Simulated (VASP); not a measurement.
# SnO₂, density of states: which settings are enough?

SnO₂, P4_2/mnm (no. 136), 6 atoms in the cell. LDA; PAW potentials Sn_d, O (LDA set). VASP 6.6.1.

Wanted: density of states by 0.5 eV bins within 8 %; centre of the states within 12 eV below the valence top within 0.03 eV.

What the run is for: density of states; Accuracy asked: standard; k mesh of the density: 5 × 5 × 7.

POSCAR:
```
SnO2
1.0
    4.7380000000      0.0000000000      0.0000000000
    0.0000000000      4.7380000000      0.0000000000
    0.0000000000      0.0000000000      3.1865000000
Sn O
2 4
Direct
    0.5000000000      0.5000000000      0.5000000000
    0.0000000000      0.0000000000      0.0000000000
    0.8071000000      0.1929000000      0.5000000000
    0.6929000000      0.6929000000      0.0000000000
    0.1929000000      0.8071000000      0.5000000000
    0.3071000000      0.3071000000      0.0000000000
```

The series start from Plane-wave cutoff (eV): 460; k-point mesh: 8 × 8 × 11; Energy points (NEDOS): 2001; Occupations for the DOS: ISMEAR=-5; Electronic threshold (eV): 1e-6; Precision mode (PREC): Accurate. Each series keeps the choices made before it, and each single choice may use up half of a tolerance. Times cover all steps of a run.

## Plane-wave cutoff (eV)

| Plane-wave cutoff (eV) | Density of states by 0.5 eV bins, largest deviation against the largest value | Centre of the states within 12 eV below the valence top (eV) | Time (s) |
|---|---|---|---|
| 320 | 0.66 % | -3.143 | 12 |
| 400 | 0.66 % | -3.138 | 13 |
| 460 | 0.13 % | -3.135 | 16 |
| 520 | 0.04 % | -3.135 | 17 |
| 640 (reference) | 0 % | -3.135 | 27 |

Chosen: 320, the loosest value from which every tighter one stays within half of the tolerance.

## k-point mesh

| k-point mesh | Density of states by 0.5 eV bins, largest deviation against the largest value | Centre of the states within 12 eV below the valence top (eV) | Time (s) |
|---|---|---|---|
| 3 × 3 × 5 | 12 % | -3.134 | 4.2 |
| 4 × 4 × 6 | 8.1 % | -3.145 | 5.8 |
| 5 × 5 × 8 | 5.2 % | -3.142 | 6.1 |
| 7 × 7 × 9 | 3.2 % | -3.150 | 6.6 |
| 8 × 8 × 11 | 2.6 % | -3.143 | 12 |
| 9 × 9 × 14 | 1.4 % | -3.141 | 10 |
| 12 × 12 × 17 | 0.85 % | -3.146 | 17 |
| 14 × 14 × 20 (reference) | 0 % | -3.145 | 24 |

Chosen: 7 × 7 × 9.

## Energy points (NEDOS)

| Energy points (NEDOS) | Density of states by 0.5 eV bins, largest deviation against the largest value | Centre of the states within 12 eV below the valence top (eV) | Time (s) |
|---|---|---|---|
| 301 | 10 % | -3.090 | 6.4 |
| 501 | 2.6 % | -3.135 | 6.6 |
| 1001 | 2.7 % | -3.135 | 6.5 |
| 2001 | 0.74 % | -3.150 | 6.6 |
| 4001 (reference) | 0 % | -3.149 | 6.7 |

Chosen: 501.

## Occupations for the DOS

| Occupations for the DOS | Density of states by 0.5 eV bins, largest deviation against the largest value | Centre of the states within 12 eV below the valence top (eV) | Time (s) |
|---|---|---|---|
| ISMEAR=-5 | 0 % | -3.135 | 6.6 |
| ISMEAR=-4 | 0 % | -3.135 | 6.7 |
| ISMEAR=0 SIGMA=0.05 | 5.4 % | -3.124 | 6.6 |
| ISMEAR=0 SIGMA=0.1 | 4.7 % | -3.124 | 7.1 |
| ISMEAR=-15 SIGMA=0.025 | 0 % | -3.135 | 6.9 |

Chosen: ISMEAR=-5; no other choice that stays within half of the tolerance saves 30 % of the time.

## Electronic threshold (eV)

| Electronic threshold (eV) | Density of states by 0.5 eV bins, largest deviation against the largest value | Centre of the states within 12 eV below the valence top (eV) | Time (s) |
|---|---|---|---|
| 0.001 | 0.12 % | -3.135 | 5.7 |
| 0.0001 | 0.26 % | -3.136 | 6.8 |
| 1e-5 | 0.31 % | -3.136 | 6.5 |
| 1e-6 (reference) | 0 % | -3.135 | 6.6 |

Chosen: 0.001.

## Precision mode (PREC)

| Precision mode (PREC) | Density of states by 0.5 eV bins, largest deviation against the largest value | Centre of the states within 12 eV below the valence top (eV) | Time (s) |
|---|---|---|---|
| Normal | 0.41 % | -3.136 | 4.2 |
| Accurate (reference) | 0 % | -3.135 | 5.7 |

Chosen: Normal.

## All choices together

| Input | Density of states by 0.5 eV bins, largest deviation against the largest value | Centre of the states within 12 eV below the valence top (eV) | Time (s) |
|---|---|---|---|
| defaults for smearing, thresholds and mesh (naive) | 15 % | -3.089 | 8.0 |
| chosen settings | 2.8 % | -3.136 | 4.2 |
| reference settings throughout | 0 % | -3.135 | 75 |

The tolerance is met.

## The input

INCAR.step1:
```
ALGO = Normal
EDIFF = 0.001
EFERMI = MIDGAP
ENCUT = 320
GGA = CA
GGA_COMPAT = False
ISMEAR = 0
KPAR = 8
LASPH = True
LCHARG = True
LREAL = False
LWAVE = False
NBANDS = 50
NELM = 120
PREC = Normal
SIGMA = 0.03
```

INCAR.step2, as INCAR.step1 but for:
```
- ISMEAR = 0
- LCHARG = True
- SIGMA = 0.03
+ EMAX = 14.4007
+ EMIN = -7.5993
+ ICHARG = 11
+ ISMEAR = -5
+ LCHARG = False
+ LORBIT = 11
+ NEDOS = 501
```

KPOINTS.step1:
```
k-points
0
Gamma
  5 5 7
```

KPOINTS.step2:
```
Automatic mesh
0
Gamma
  7 7 9
  0 0 0
```

Commands (each step's output is kept before the next begins):
```
cat potpaw_LDA.64/Sn_d/POTCAR potpaw_LDA.64/O/POTCAR > POTCAR
cp INCAR.step1 INCAR
cp KPOINTS.step1 KPOINTS
mpirun -np 8 vasp_std > vasp.out
cp INCAR.step2 INCAR
cp KPOINTS.step2 KPOINTS
mpirun -np 8 vasp_std > vasp.out
```

The chosen input took VASP 6.6.1 4.2 s on 8 cores (Intel Xeon 6975P-C (Granite Rapids)), a shared host.

## An input that fails: broad smearing on a coarse energy grid

It runs to its end, but against the unchanged starting input it is off by 18 % in the density of states by 0.5 eV bins, 0.015 eV in the centre of the states within 12 eV below the valence top.

Changes against the starting input:
```
(step 2)
- ISMEAR = -5
- NELM = 120
- NEDOS = 2001
+ ISMEAR = 0
+ NELM = 93
+ NEDOS = 301
+ SIGMA = 0.5
```
